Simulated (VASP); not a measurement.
Runs of VASP 6.6.1 on KTaO3. The structure is cubic, space group Pm-3m (No. 221). The conventional cell has a = 3.985 Å, b = 3.985 Å, c = 3.985 Å, α = 90.00°, β = 90.00°, γ = 90.00°. K (site symmetry m-3m) has 12 O at 2.82 Å as nearest neighbours. Ta (site symmetry m-3m) has 6 O at 1.99 Å as nearest neighbours. Around O (site symmetry 4/mmm) lie 2 Ta at 1.99 Å. 

| task | cell | k mesh | cutoff (eV) | smearing | gap on the mesh (eV) | pressure (GPa) | relaxed volume (Å³/atom) |
| --- | --- | --- | --- | --- | --- | --- | --- |
| electric field gradients | Pm-3m, 12.66 Å³/atom | 8 × 8 × 8 | 520 | gaussian 0.01 eV | 2.09 | 0.8 | - |
| single point | cell and atoms relaxed tightly for response | 8 × 8 × 8 | 520 | gaussian 0.01 eV | 2.09 | 0.7 | - |
| single point | Pm-3m, 12.69 Å³/atom | 4 × 4 × 4 | 520 | gaussian 0.1 eV | 2.07 | (a) | - |
| relaxation of cell and atoms | relaxed from: cell and atoms relaxed tightly for response | 8 × 8 × 8 | 600 | gaussian 0.01 eV | 2.09 | 0.0 | 12.70 |
| relaxation of cell and atoms | relaxed | 8 × 8 × 8 | 600 | gaussian 0.02 eV | 2.09 | 0.0 | 12.70 |
| single point | Pm-3m, 12.66 Å³/atom | 8 × 8 × 8 | 520 | gaussian 0.02 eV | 2.09 | 0.7 | - |

Alike in all rows: level PBEsol; potentials or basis VASP PAW PBE potentials, release 64 (K_sv, Ta_pv, O); no spin polarisation.

**Question.** Estimate the missing entries.

**Answer.** (a) 0.3.

Caveats: the PAW data sets were made with another functional, which shifts forces and pressure a little; spin-orbit coupling is left out, which moves the levels of the heavy elements.

A k mesh can miss the band edges, and the runs leave out spin-orbit coupling on Ta.
